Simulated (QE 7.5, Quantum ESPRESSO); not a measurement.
# Lattice parameter of Ba2NiWO6 from PBEsol with and without a Hubbard term on nickel

## Background

The reference is a structure determination by diffraction: "Determination of bond lengths in tungstates with the Perovskite structure" (Kristallografiya 19 386 1974; Crystallography Open Database). It describes Ba2NiWO6 as cubic, space group Fm-3m, with nickel and tungsten alternating in rock-salt order on the octahedral sites. The lattice parameter is $a = 8.066$ Å. The volume per atom, 13.1194 Å³, follows from the same edge and is no second measurement. The temperature is not given with the value; we presume room temperature, where a nickel tungstate of this kind would probably be paramagnetic. Sample composition and purity are likewise not given with the value, which deserves some caution for an older determination of a mixed oxide.

| compared with | measured | method |
| --- | --- | --- |
| a (Å) | 8.066 | structure determination by diffraction |
| volume per atom (Å³) | 13.1194 | from the measured cell |

Conditions are those given with the value in the passage it was taken from; "not stated" means there, and the paper may say more elsewhere. The values are a selection: others may have been left out beforehand as unlike or outlying.

## Strategy

We look for the cheapest level of theory that gives $a$ within 1 % and the volume per atom within 2 %. For a cubic cell the volume condition is the stricter one, since it allows only about 0.7 % in $a$. This is our choice: it is tight enough to expose the usual errors of semilocal functionals in oxides, and it leaves some room for thermal and zero-point expansion, which the measured edge contains and a static relaxation does not. For a stiff oxide of heavy elements we expect that expansion to be a few tenths of a percent at most.

The model is the primitive cell of 10 atoms, started from the measured structure and relaxed within its space group. High-spin Ni$^{2+}$ should carry two unpaired electrons, so the runs are spin-polarised and start ferromagnetic. The low-temperature order is, to our knowledge, antiferromagnetic of type II and needs a larger cell; it is not treated here. We begin with a semilocal functional on a coarse mesh, settle the sampling, and then check the basis and the potentials before judging. Dearer physics is added if the results call for it.

System: Ba2NiWO6; Fm-3m (no. 225), 10 atoms in the primitive cell; every run starts from the measured structure; structure from the Crystallography Open Database.

## 1. PBEsol on a coarse mesh

PBEsol is made for the lattice parameters of solids and costs hardly more than LDA. A 3×3×3 mesh is a light but sensible start for an insulating oxide with a primitive cell of this size. We expect an edge close to the measured one and a moment near 2 $\mu_\mathrm{B}$ per cell; a clearly different moment would mean that the nickel state has to be sorted out first.

**Run 1.** QE 7.5: PBEsol, Quantum ESPRESSO with GBRV 1.5 ultrasoft, ferromagnetic start, cell and ions relaxed, cutoff 544 eV, k-mesh 3×3×3, smearing 0.05 eV, density cutoff 3265 eV.

Key lines of the input:
```
&control
  calculation = 'vc-relax'
  forc_conv_thr = 3.89e-04
  etot_conv_thr = 1.0e-4
  nstep = 60
/
&system
  ecutwfc = 40
  ecutrho = 240
  occupations = 'smearing'
  smearing = 'fd'
  degauss = 0.00367
  nspin = 2
  starting_magnetization(2) = 0.40
/
&electrons
  conv_thr = 5.0e-08
  mixing_beta = 0.4
  electron_maxstep = 120
/
&ions
/
&cell
  press_conv_thr = 0.15
/
ATOMIC_SPECIES
  Ba 137.327 ba_pbesol_v1.uspp.F.UPF
  Ni 58.693 ni_pbesol_v1.4.uspp.F.UPF
  W 183.840 w_pbesol_v1.2.uspp.F.UPF
  O 15.999 o_pbesol_v1.2.uspp.F.UPF
[... cell and positions ...]
K_POINTS automatic
  3 3 3 0 0 0
```

Command:
```
OMP_NUM_THREADS=1 mpirun -n 4 pw.x -nk 4 -in pw.in > pw.x.log
```

Selected lines of the output:
```
     bfgs converged in   6 scf cycles and   5 bfgs steps
     absolute magnetization    =     2.13 Bohr mag/cell
          total   stress  (Ry/bohr**3)                   (kbar)     P=       -1.83
```

Converged; 2.2 min on 4 cores of Arm Neoverse V2, shared host. Warnings: at a cutoff that the series shows unconverged (an edge moves 0.17 % at a higher one).

| quantity | run 1 | measured | deviation |
| --- | --- | --- | --- |
| a (Å) | 8.0128 | 8.066 | −0.0532 (−0.7 %) |
| volume per atom (Å³) | 12.861 | 13.1194 | −0.258 (−2.0 %) |
| moment (μB) | 2 |  |  |
| largest shift (Å) | 0.0905 |  |  |
| pressure (GPa) | −0.183 |  |  |

The cell keeps a moment of 2 $\mu_\mathrm{B}$, as high-spin Ni$^{2+}$ should. The edge comes out 0.7 % short and the volume 2.0 % small. By the unrounded numbers the volume is just inside its limit, a narrow pass that a small change of settings could reverse. Thermal and zero-point expansion would account for part of the shortfall, since the calculated lattice is static.

The warning concerns the cutoff: at a higher one the edge moves by 0.17 %, which is about half a percent in volume and far more than the margin left. This level therefore cannot be judged at 544 eV.

Oxygen, the only atom with a free coordinate in this structure, moves by 0.09 Å from its reported position. That is a large change for a metal–oxygen bond and makes us somewhat wary of the reported oxygen coordinate, though it says little about the cell edge.

## 2. Denser meshes at the same cutoff

We settle the sampling first, because it is the cheaper of the two open settings. The 4×4×4 and 6×6×6 meshes change nothing else. For an insulator with a cell of this size we expect only a very small shift of the edge, and the denser mesh then serves as the base for the cutoff test.

**Run 2.** QE 7.5: PBEsol, Quantum ESPRESSO with GBRV 1.5 ultrasoft, ferromagnetic start, cell and ions relaxed, cutoff 544 eV, k-mesh 4×4×4, smearing 0.05 eV, density cutoff 3265 eV.

Key lines of the input, as changed from run 1:
```diff
  K_POINTS automatic
-   3 3 3 0 0 0
+   4 4 4 0 0 0
```

Selected lines of the output:
```
!    total energy              =    -836.67946826 Ry
```

Converged; took 3.3 min. Warnings: at a cutoff that the series shows unconverged (an edge moves 0.17 % at a higher one).

**Run 3.** QE 7.5: PBEsol, Quantum ESPRESSO with GBRV 1.5 ultrasoft, ferromagnetic start, cell and ions relaxed, cutoff 544 eV, k-mesh 6×6×6, smearing 0.05 eV, density cutoff 3265 eV.

Key lines of the input, as changed from run 1:
```diff
  K_POINTS automatic
-   3 3 3 0 0 0
+   6 6 6 0 0 0
```

Selected lines of the output:
```
!    total energy              =    -836.67947197 Ry
     absolute magnetization    =     2.13 Bohr mag/cell
```

Converged; took 5.4 min. Warnings: at a cutoff that the series shows unconverged (an edge moves 0.17 % at a higher one).

| quantity | run 2 | run 3 | measured |
| --- | --- | --- | --- |
| a (Å) | 8.0124 | 8.0123 | 8.066 |
| volume per atom (Å³) | 12.860 | 12.859 | 13.1194 |
| moment (μB) | 2 | 2 |  |
| largest shift (Å) | 0.0906 | 0.0906 |  |
| pressure (GPa) | −0.180 | −0.178 |  |

The edge changes by 0.0005 Å from the 3×3×3 to the 6×6×6 mesh, and by only 0.0001 Å over the last step. Sampling is settled for this purpose, and even the coarsest mesh would have served. The volume remains just inside its limit, so the decision now rests on the basis.

## 3. A higher cutoff for PBEsol

We raise the wavefunction cutoff to 735 eV on the 6×6×6 mesh; the density cutoff rises with it, so the test covers both without separating them. The warning gives the size of the shift in the edge but not its direction. A longer edge would give the volume some room, while a shorter one would push it past the limit.

**Run 4.** QE 7.5: PBEsol, Quantum ESPRESSO with GBRV 1.5 ultrasoft, ferromagnetic start, cell and ions relaxed, cutoff 735 eV, k-mesh 6×6×6, smearing 0.05 eV, density cutoff 4408 eV.

Key lines of the input, as changed from run 3:
```diff
  &system
-   ecutwfc = 40
-   ecutrho = 240
+   ecutwfc = 54
+   ecutrho = 324
```

Selected lines of the output:
```
     bfgs converged in   6 scf cycles and   5 bfgs steps
!    total energy              =    -836.69175819 Ry
          total   stress  (Ry/bohr**3)                   (kbar)     P=       -0.21
```

Converged; took 9.5 min.

| quantity | run 4 | measured | deviation |
| --- | --- | --- | --- |
| a (Å) | 8.0258 | 8.066 | −0.0402 (−0.5 %) |
| volume per atom (Å³) | 12.924 | 13.1194 | −0.195 (−1.5 %) |
| moment (μB) | 2 |  |  |
| largest shift (Å) | 0.0886 |  |  |
| pressure (GPa) | −0.021 |  |  |

The higher cutoff lengthens the edge by 0.0135 Å, more than twenty times the whole effect of the mesh. PBEsol now falls 0.5 % short in $a$ and 1.5 % in volume, so both targets are met with some room. The narrow pass at 544 eV thus becomes a clearer one, although this pair of runs doesn't show whether the edge would still move beyond 735 eV.

## 4. The same functional with other potentials

The verdict would rest on one family of ultrasoft potentials and on a basis whose last step still moved the edge noticeably. Norm-conserving PseudoDojo potentials at 1143 eV test both together, with functional, mesh and magnetic start unchanged. This cutoff is itself untested, and the run should cost more than the last one. We expect the edges to agree within a few tenths of a percent; the volume limit leaves room for a further shortening of the edge by somewhat under 0.2 % only.

**Run 5.** QE 7.5: PBEsol, Quantum ESPRESSO with PseudoDojo 0.4.1 norm-conserving, ferromagnetic start, cell and ions relaxed, cutoff 1143 eV, k-mesh 6×6×6, smearing 0.05 eV, one cutoff for all elements, untested, density cutoff 4572 eV.

Key lines of the input, as changed from run 3:
```diff
  &system
-   ecutwfc = 40
-   ecutrho = 240
+   ecutwfc = 84
+   ecutrho = 336
  ATOMIC_SPECIES
-   Ba 137.327 ba_pbesol_v1.uspp.F.UPF
-   Ni 58.693 ni_pbesol_v1.4.uspp.F.UPF
-   W 183.840 w_pbesol_v1.2.uspp.F.UPF
-   O 15.999 o_pbesol_v1.2.uspp.F.UPF
+   Ba 137.327 Ba.upf
+   Ni 58.693 Ni.upf
+   W 183.840 W.upf
+   O 15.999 O.upf
```

Selected lines of the output:
```
     absolute magnetization    =     2.10 Bohr mag/cell
          total   stress  (Ry/bohr**3)                   (kbar)     P=       -2.13
```

Converged; took 9.6 min.

| quantity | run 5 | measured | deviation |
| --- | --- | --- | --- |
| a (Å) | 8.0000 | 8.066 | −0.0660 (−0.8 %) |
| volume per atom (Å³) | 12.800 | 13.1194 | −0.319 (−2.4 %) |
| moment (μB) | 2 |  |  |
| largest shift (Å) | 0.0866 |  |  |
| pressure (GPa) | −0.213 |  |  |

With the PseudoDojo potentials the edge is 8.0000 Å, which is 0.0258 Å shorter than with the ultrasoft set at its higher cutoff. The edge still meets its target, but the volume, now 2.4 % small, misses. The moment is the same, so a different nickel spin state doesn't explain the difference. It may come from the potentials, from the untested cutoff of the norm-conserving run, or from a cutoff error left in the ultrasoft one, and these data can't separate the three.

The pass of PBEsol in volume therefore doesn't survive its check, and we leave that level undecided. Both sets do agree that the cell is too small, and both move oxygen by almost 0.09 Å from its reported position.

## 5. A Hubbard term on nickel

PBEsol treats the nickel d electrons as too delocalised, which strengthens their covalent bonding to oxygen and can shorten the Ni–O distance. A Hubbard $U$ of 6 eV on nickel addresses this at little extra cost. We expect a slightly longer edge. The run uses the ultrasoft potentials at 544 eV, so its effect is to be read against the PBEsol run at the same cutoff and mesh.

**Run 6.** QE 7.5: PBEsol+U (U Ni 6 eV), Quantum ESPRESSO with GBRV 1.5 ultrasoft, ferromagnetic start, cell and ions relaxed, cutoff 544 eV, k-mesh 6×6×6, smearing 0.05 eV, density cutoff 3265 eV.

Key lines of the input, as changed from run 3:
```diff
+ HUBBARD ortho-atomic
+   U Ni-3d 6
```

Selected lines of the output:
```
     bfgs converged in   6 scf cycles and   5 bfgs steps
     absolute magnetization    =     2.07 Bohr mag/cell
          total   stress  (Ry/bohr**3)                   (kbar)     P=       -0.57
```

Converged; took 6.8 min. Warnings: at a cutoff that the series shows unconverged (an edge moves 0.17 % at a higher one).

| quantity | run 6 | measured | deviation |
| --- | --- | --- | --- |
| a (Å) | 8.0475 | 8.066 | −0.0185 (−0.2 %) |
| volume per atom (Å³) | 13.029 | 13.1194 | −0.090 (−0.7 %) |
| moment (μB) | 2 |  |  |
| largest shift (Å) | 0.0794 |  |  |
| pressure (GPa) | −0.057 |  |  |

The Hubbard term lengthens the edge by 0.0352 Å against PBEsol at the same cutoff and mesh. The edge is now 0.2 % short and the volume 0.7 % small, so both targets are met. The moment stays at 2 $\mu_\mathrm{B}$, which means that the longer edge doesn't come from another spin state of nickel.

The cutoff warning applies here too. A shift of 0.17 % in the edge, about half a percent in volume, would leave both quantities inside their limits in either direction. The change of potentials and basis that undid the pass of plain PBEsol lowered its volume by 0.124 Å³; a drop of that size would also be tolerable here. That is an argument from the size of the margin, since both tests were made without $U$ and their shifts need not carry over exactly.

The value of 6 eV was set by us and not derived for this compound, so the close agreement is no evidence for that particular $U$. Oxygen still moves by 0.08 Å from its reported position. We end the series here: the target is met with a reasonable margin at little more than the cost of PBEsol, and a dearer functional isn't needed for it.

## Results at a glance

| run | settings | a (Å) | deviation | volume per atom (Å³) | deviation | cost |
| --- | --- | --- | --- | --- | --- | --- |
| 1 | PBEsol, Quantum ESPRESSO with GBRV 1.5 ultrasoft, cutoff 544 eV, k-mesh 3×3×3, density cutoff 3265 eV | 8.0128 | −0.0532 (−0.7 %) | 12.861 | −0.258 (−2.0 %) | 8.9 core-min |
| 2 | PBEsol, Quantum ESPRESSO with GBRV 1.5 ultrasoft, cutoff 544 eV, k-mesh 4×4×4, density cutoff 3265 eV | 8.0124 | −0.0536 (−0.7 %) | 12.860 | −0.260 (−2.0 %) | 13 core-min |
| 3 | PBEsol, Quantum ESPRESSO with GBRV 1.5 ultrasoft, cutoff 544 eV, k-mesh 6×6×6, density cutoff 3265 eV | 8.0123 | −0.0537 (−0.7 %) | 12.859 | −0.260 (−2.0 %) | 21 core-min |
| 4 | PBEsol, Quantum ESPRESSO with GBRV 1.5 ultrasoft, cutoff 735 eV, k-mesh 6×6×6, density cutoff 4408 eV | 8.0258 | −0.0402 (−0.5 %) | 12.924 | −0.195 (−1.5 %) | 38 core-min |
| 5 | PBEsol, cutoff 1143 eV, k-mesh 6×6×6, one cutoff for all elements, untested, density cutoff 4572 eV | 8.0000 | −0.0660 (−0.8 %) | 12.800 | −0.319 (−2.4 %) | 38 core-min |
| 6 | PBEsol+U (U Ni 6 eV), Quantum ESPRESSO with GBRV 1.5 ultrasoft, cutoff 544 eV, k-mesh 6×6×6, density cutoff 3265 eV | 8.0475 | −0.0185 (−0.2 %) | 13.029 | −0.090 (−0.7 %) | 27 core-min |
|  | measured | 8.066 |  | 13.1194 |  |  |

Further runs on the same system, made beside this series (convergence steps with loose settings among them):

| further | settings | a (Å) | deviation | volume per atom (Å³) | deviation | cost | status |
| --- | --- | --- | --- | --- | --- | --- | --- |
| F1 | PBEsol-D3(BJ), Quantum ESPRESSO with GBRV 1.5 ultrasoft, cutoff 544 eV, k-mesh 6×6×6, density cutoff 3265 eV | 7.9606 | −0.1054 (−1.3 %) | 12.612 | −0.508 (−3.9 %) | 21 core-min | warnings: at a cutoff that the series shows unconverged (an edge moves 0.17 % … |
| F2 | vdW-DF-cx, Quantum ESPRESSO with GBRV 1.5 ultrasoft, cutoff 544 eV, k-mesh 6×6×6, potentials made with PBE, density cutoff 3265 eV | 8.0329 | −0.0331 (−0.4 %) | 12.958 | −0.161 (−1.2 %) | 25 core-min | warnings: at a cutoff that the series shows unconverged (an edge moves 0.17 % … |
| F3 | rev-vdW-DF2, Quantum ESPRESSO with GBRV 1.5 ultrasoft, cutoff 544 eV, k-mesh 6×6×6, potentials made with PBE, density cutoff 3265 eV | 8.0721 | +0.0061 (+0.1 %) | 13.149 | +0.030 (+0.2 %) | 27 core-min | warnings: at a cutoff that the series shows unconverged (an edge moves 0.17 % … |
| F4 | rVV10, Quantum ESPRESSO with GBRV 1.5 ultrasoft, cutoff 544 eV, k-mesh 6×6×6, potentials made with PBE, density cutoff 3265 eV | 8.1420 | +0.0760 (+0.9 %) | 13.494 | +0.374 (+2.9 %) | 26 core-min | warnings: at a cutoff that the series shows unconverged (an edge moves 0.17 % … |
| F5 | LDA, Quantum ESPRESSO with GBRV 1.5 ultrasoft, cutoff 544 eV, k-mesh 6×6×6, density cutoff 3265 eV | 7.9341 | −0.1319 (−1.6 %) | 12.486 | −0.633 (−4.8 %) | 20 core-min | warnings: at a cutoff that the series shows unconverged (an edge moves 0.17 % … |
| F6 | PBEsol, Quantum ESPRESSO with GBRV 1.5 ultrasoft, cutoff 544 eV, k-mesh 8×8×8, density cutoff 3265 eV | 8.0123 | −0.0537 (−0.7 %) | 12.859 | −0.260 (−2.0 %) | 40 core-min | warnings: at a cutoff that the series shows unconverged (an edge moves 0.17 % … |
|  | measured | 8.066 |  | 13.1194 |  |  |  |

## How well does the simulation do?

PBEsol+U with $U = 6$ eV on nickel meets both targets: the edge is 0.2 % short and the volume 0.7 % small, at 27 core-minutes. It isn't singled out by this. vdW-DF-cx and rev-vdW-DF2 also pass at practically the same cost, and differences of a few tenths of a percent in the edge are too small to rank the three.

Plain PBEsol remains undecided. It passes in volume with the ultrasoft potentials and misses with the norm-conserving set, whose cutoff was untested. The cutoff and potential tests mattered most; meshes beyond 3×3×3 brought nothing of use. Adding D3 to PBEsol shortens a cell that is already too small, and LDA is shorter still.

A cutoff or potential test of the +U result itself is not shown in this report. At PBEsol the higher cutoff lengthens the edge by 0.17 %. A similar change here would remove most of the remaining shortfall, and with it the room for thermal and zero-point expansion, which we put at a few tenths of a percent. The close agreement may therefore owe something to cancelling errors. Less delocalised nickel d electrons are a plausible reason for the longer edge, but localisation is not shown in this report, and $U$ was chosen, not derived. The ferromagnetic order is a further simplification of unknown effect.

A second database entry agrees with the reference edge within 0.3 %, which supports the cell. The reported oxygen position is less certain: oxygen moves by about 0.08 to 0.09 Å in all six runs of the series, with both sets of potentials. That is more than such functionals usually miss in a metal–oxygen bond, and if the diffraction was done with X-rays, which the value's entry doesn't say, oxygen is hard to place beside barium and tungsten. The old coordinate is therefore the likelier fault, though a newer refinement would have to confirm it.

[Logs are printed without paths, hosts, clocks, repeated set-up lines and the standing remarks that a program may print on its own settings, such as how far it seeks lower states.]

[The runs shown are a pick from a larger set of finished runs; failed, doubtful and other runs were left out of it ahead of writing. So were measured values far from every level or from commonly accepted values, and agreement can look better than it is. Lines of input and output are excerpts and may be shortened.]
